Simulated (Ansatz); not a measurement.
Write the native input for Ansatz 0.2.0 that does the following.

```yaml
Task: single point
Functional: PBE
Potentials_or_basis: all-electron LAPW, scalar-relativistic
Cutoff: 182 eV (chosen from the basis error)
Basis_error_allowed: 0.003 eV/atom
k_mesh: 5 × 5 × 5
Occupations: fermi-dirac, width 0.03 eV
Spin: no spin polarisation
```

Sn:

```
Sn
1.0
    -2.94014    2.94014    1.59930
     2.94014   -2.94014    1.59930
     2.94014    2.94014   -1.59930
Sn
2
Direct
  0.00000 0.00000 0.00000
  0.75000 0.25000 0.50000
```

The input as run:

input.yaml

```yaml
crystal:
  lattice:
    - [-2.9401404553, 2.9401404553, 1.5993019889]
    - [2.9401404553, -2.9401404553, 1.5993019889]
    - [2.9401404553, 2.9401404553, -1.5993019889]
  atoms:
    - { symbol: Sn, position: [0.0, 0.0, 0.0] }
    - { symbol: Sn, position: [0.75, 0.25, 0.5] }
kpoints:
  mp_grid: { grid: [5, 5, 5] }
scf:
  occupations: { method: fermi_dirac, width: 0.03 }
hamiltonian:
  xc: pbe
  pseudopotentials: { kind: all_electron, lapw: { basis_error: 0.003 } }
output:
  forces: true
  stress: true
  eigenvalues: true
```

Potentials or basis: all-electron LAPW, scalar-relativistic.

The run is started by

```bash
$ ansatz run input.yaml --threads 1 --pin off --max-ram 3072MiB --backend cpu --events-out ev --progress --plain --runs-dir out
```

Results of the run:

```json
{
  "Pressure": "1.8 GPa",
  "Band gap on the k mesh": "none (metal or under the smearing width)"
}
```

Caveat: the k mesh is coarse (spacing up to 0.45 Å⁻¹), so the values aren't converged; the k mesh is thin for a metal, which can move the energy by tens of meV per atom.

It took 4.3 s on 1 thread of Arm Neoverse V1 (shared host), peak memory 0.23 GiB.
